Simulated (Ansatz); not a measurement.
All numbers below come from Ansatz 0.2.0, DFT PBE, scalar-relativistic, plane waves, PAW. All cells share a 420 eV cutoff and Γ-centred k meshes spaced at most about 0.3 Å⁻¹ (about 0.25 or finer for metals, 2π included). No spin polarisation in the final relaxations.

All energies are static (0 K, no zero-point motion).

Compare these two cells of SnO2, each relaxed at this level.

A.

Space group Fm-3m (No. 225). a = 5.143 Å, b = 5.143 Å, c = 5.143 Å, α = 90.00°, β = 90.00°, γ = 90.00°
| atom | site | symmetry | x | y | z |
| --- | --- | --- | --- | --- | --- |
| Sn | 4b | m-3m | 0.5000 | 0.0000 | 0.0000 |
| O | 8c | -43m | 0.2500 | 0.2500 | 0.7500 |

B.

Space group I-43m (No. 217). a = 10.138 Å, b = 10.138 Å, c = 10.138 Å, α = 90.00°, β = 90.00°, γ = 90.00°
```json
{"atom": "Sn", "site": "12d", "symmetry": "-4..", "x": "0.0000", "y": "0.5000", "z": "0.2500"}
{"atom": "O", "site": "24g", "symmetry": "..m", "x": "0.1413", "y": "0.5761", "z": "0.1413"}
```

Question: Which would you expect to be lower, and how large is the difference?

Answer: A is lower, by 90 meV/atom. A has the fluorite type, space group Fm-3m (No. 225), 11.3 Å³/atom and no gap on its mesh; B has space group I-43m (No. 217), 28.9 Å³/atom and a gap of 2.35 eV. Counting O atoms around Sn (those within 1.25 times the shortest such distance or 1.15 times the sum of covalent radii), A has Sn 8 and B has Sn 4. The denser one is the lower, and pressure would at first widen the difference. Both come from invented guesses. The part of the Crystallography Open Database at hand lists SnO2 in space group No. 136, which no cell shown has.

Kohn–Sham gaps at this level usually fall short of measured ones. The zero gap of Fm-3m may come from the functional, which often closes small gaps. Cells relaxed within their symmetry can be saddle points.
